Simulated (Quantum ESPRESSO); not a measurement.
# Zn under changes of volume

One of the cells (15.169 Å³/atom); the others are scaled copies at fixed shape and fractional positions:

```
CELL_PARAMETERS angstrom
0.00000 1.96478 1.96478
1.96478 0.00000 1.96478
1.96478 1.96478 0.00000
ATOMIC_POSITIONS crystal
Zn 0.00000 0.00000 0.00000
```

This isn't the form of Zn at room conditions, which is hcp.

- Program: Quantum ESPRESSO 7.5
- Functional: PBE
- Potentials or basis: SSSP 1.3 efficiency PBE
- Cutoff: 748 eV
- Density cutoff: 5987 eV
- k mesh: 12 × 12 × 12
- Occupations: fermi-dirac, width 0.05 eV
- Spin: no spin polarisation

| volume (Å³/atom) | energy over the lowest point (meV/atom) | pressure (GPa) |
| --- | --- | --- |
| 14.259 | ? | ? |
| 14.563 | 5.23 | 2.8 |
| 14.866 | 1.18 | 1.2 |
| 15.169 | 0.00 | -0.3 |
| 15.473 | 1.40 | -1.5 |
| 15.776 | 5.03 | -2.7 |
| 16.080 | 10.66 | -3.6 |

Question: What does the run at 14.259 Å³/atom give?

Answer: Energy over the lowest point 12.60 meV/atom; pressure 4.6 GPa.

Worked out: A Birch-Murnaghan fit of order 3 (a polynomial in V^(-2/3)) to the other rows has its minimum at 15.15 Å³/atom with B0 = V·E''(V) = 68 GPa and B' = 5.3. It gives 12.60 meV/atom at 14.259 Å³/atom, against the run's 12.60, and -dE/dV = 4.8 GPa, against 4.6.

Energies are extrapolated to zero smearing.
